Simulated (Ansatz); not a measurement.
Zinc-blende InN (metastable phase) was calculated with PBE (PAW; Ansatz, a program for electronic structure).

Excerpt of the program's output:

```
WARN output.stress: scf.convergence.dr2_threshold = 1e-9 eV is looser than the 2e-10 eV advised for a printed stress (1e-10 eV for each atom of the cell: 2)
Crystal: 2 atoms, lattice volume = 30.886 Å³
Basis set: ecut = 520 eV, 869 PW (Γ), exchange–correlation on 54×54×54 points (8 copies of the dense FFT grid, shifted against one another)
Bands: 13, of which v1, the nominal top of the filled ones, is band 9 counted from 1 (8 counted from 0)
Symmetry: 24 space group operations
Space group: F-43m (ITA 216), of the structure as read, at distance tolerance 3.1e-5 Å
k-points: 72 of 1728 (time reversal used)
Functional: x = pbe(κ = 0.804, μ = 0.2195149727645171), c = pbe(β = 0.06672455060314922)
SCF iter   1: F=—  HF=-5981.588651 eV  |F-HF|=—  |Δ(HF+E_count)|=         —  Δρ=2.68e-3  dr2=2.76e-3
SCF iter   2: F=—  HF=-5981.587985 eV  |F-HF|=—  |Δ(HF+E_count)|=   6.66e-4  Δρ=1.11e-3  dr2=4.45e-4
  ...
SCF iter   5: F=—  HF=-5981.587969 eV  |F-HF|=—  |Δ(HF+E_count)|=   2.33e-6  Δρ=6.19e-6  dr2=5.54e-9
SCF iter   6: F=-5981.587969 eV  HF=-5981.587969 eV  |F-HF|=5.56e-10  |Δ(HF+E_count)|=   1.97e-8  Δρ=1.07e-6  dr2=2.15e-10
SCF 1 converged in 6 iterations: F = -5981.587969 eV  dr2 = 2.15e-10
SCF converged after 6 iterations
Free energy (F): -5981.587969 eV
Internal energy: -5981.587946 eV  (E = F + TS)
E sigma→0 (E₀):  -5981.587957 eV
Fermi energy:    9.583159 eV
--- Forces (eV/Å), atoms counted from 1 ---
  atom   1  In     0.00000000    -0.00000000    -0.00000000
  atom   2  N     -0.00000000    -0.00000000    -0.00000000
--- Stress (GPa, compression-positive) ---
        5.461203       0.000000      -0.000000
        0.000000       5.461203       0.000000
       -0.000000       0.000000       5.461203
  P = ⅓ Tr σ = 5.4612 GPa (54.612 kbar)
```

**Question.** Write an input file that produces this run.

**Answer.** Several could match; the one computed here: 
Ansatz 0.2 input:
```yaml
crystal:
  lattice:
    - [0.0, 2.4902440108, 2.4902440108]
    - [2.4902440108, 0.0, 2.4902440108]
    - [2.4902440108, 2.4902440108, 0.0]
  atoms:
    - { symbol: In, position: [0.0, 0.0, 0.0] }
    - { symbol: N, position: [0.25, 0.25, 0.25] }
basis:
  ecutwfc: 520
  ecutrho_ratio: 4
  xc_grid: 2
kpoints:
  mp_grid: { grid: [12, 12, 12] }
hamiltonian:
  xc: pbe
  dispersion: none
  pseudopotentials: { kind: paw }
scf:
  occupations: { method: fermi_dirac, width: 0.01 }
  convergence: { dr2_threshold: 0.000000001 }
output:
  forces: true
  stress: true
  eigenvalues: true
```

The cell is one volume of an energy–volume scan, off the minimum.

Note: the run finds no gap at this volume, although the solid has one.
